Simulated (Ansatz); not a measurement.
# Al under changes of volume

One of the cells (16.603 Å³/atom); the others are scaled copies at fixed shape and fractional positions:

```
CELL_PARAMETERS angstrom
0.00000 2.02481 2.02481
2.02481 0.00000 2.02481
2.02481 2.02481 0.00000
ATOMIC_POSITIONS crystal
Al 0.00000 0.00000 0.00000
```

| Property | Result |
| --- | --- |
| Program | Ansatz 0.2.0 |
| Functional | r2SCAN |
| Dispersion | D4 |
| Potentials or basis | Ansatz PAW |
| Cutoff | 500 eV (not typed: the program's choice for these potentials) |
| k mesh | 11 × 11 × 11 |
| Occupations | fermi-dirac, width 0.05 eV |
| Spin | no spin polarisation |

```csv
volume (Å³/atom),energy over the lowest point (meV/atom),pressure (GPa)
15.607,0.00,0.9
15.939,0.20,-1.0
16.271,4.25,-2.8
16.603,11.74,-4.4
16.935,22.34,-5.8
17.267,?,?
17.599,51.55,-8.2
```

**Question.** What does the run at 17.267 Å³/atom give?

**Answer.** Energy over the lowest point 35.71 meV/atom; pressure -7.1 GPa.

Worked out: A Birch-Murnaghan fit of order 3 (a polynomial in V^(-2/3)) to the other rows has its minimum at 15.76 Å³/atom with B0 = V·E''(V) = 94 GPa and B' = 4.2. It gives 35.70 meV/atom at 17.267 Å³/atom, against the run's 35.71, and -dE/dV = -7.1 GPa, against -7.1.

Energies are extrapolated to zero smearing.

Caveats: pairwise dispersion overbinds metals, which lowers pressure and volume; the PAW data sets come from PBE, with cores solved anew for the run's functional, which leaves a small shift of forces and pressure.
